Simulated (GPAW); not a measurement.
Runs of GPAW 26.7.0 on SnSe2. It takes space group P-3m1 (No. 164, trigonal). Conventional cell: a = 3.811 Å, b = 3.811 Å, c = 6.136 Å, α = 90.00°, β = 90.00°, γ = 120.00°. Around Sn (site symmetry -3m) lie 6 Se at 2.68 Å. Around Se (site symmetry 3m) lie 3 Sn at 2.68 Å. 

```csv
task,level,potentials or basis,cell,k mesh,cutoff (eV),maxiter,optimizer,fmax,max steps,target pressure,grid spacing,other keys,mesh quality,gap on the mesh (eV),pressure (GPa),largest force (eV/Å)
single point,B3LYP,"GPAW PAW data sets (gpaw-data 1.2.1), pw",as given,3 × 3 × 2,450,60,-,-,-,-,-,-,coarse,(a),-,-
relaxation of cell and atoms,PBE,"GPAW PAW data sets (gpaw-data 1.2.1), pw",relaxed to 1 GPa,6 × 6 × 3,600,150,LBFGS,0.02 eV/Å,100,1 GPa,-,-,not flagged,0.69,1.0,0.01
band structure,PBE,"GPAW PAW data sets (gpaw-data 1.2.1), fd",as given,6 × 6 × 3,-,150,-,-,-,-,0.16 Å,-,not flagged,0.78,-,0.70
single point,PBE,"GPAW PAW data sets (gpaw-data 1.2.1), pw",as given,6 × 6 × 3,1200,80,-,-,-,-,-,"several, not listed",not flagged,0.78,5.4,(b)
relaxation of cell and atoms,OLYP,"PAW data sets generated in the run's folder for this functional, pw",relaxed to 2 GPa,6 × 6 × 3,600,150,BFGS,0.05 eV/Å,100,2 GPa,-,-,not flagged,0.99,2.1,0.01
```

Alike in all rows: no spin polarisation; smearing fermi-dirac 0.05 eV.

Task: Estimate the missing entries.

Result: (a) 2.21; (b) 0.73.

Caveats: some runs use coarse meshes; spin-orbit coupling is left out, which moves the levels of the heavy elements; this functional lacks dispersion, which binds the layers, so the pressure and a relaxed spacing across them are unreliable; an odd mesh through Γ misses points on the zone boundary, where band edges often lie (some runs); later steps reuse the first step's grids (some runs); exact exchange converges slowly with the k mesh, and this mesh is small (some runs); the PAW data sets were made with another functional, which shifts forces and pressure a little (some runs); the real-space grid adds noise to forces (some runs).

A k mesh can miss the band edges, and the runs leave out spin-orbit coupling on Se, Sn.
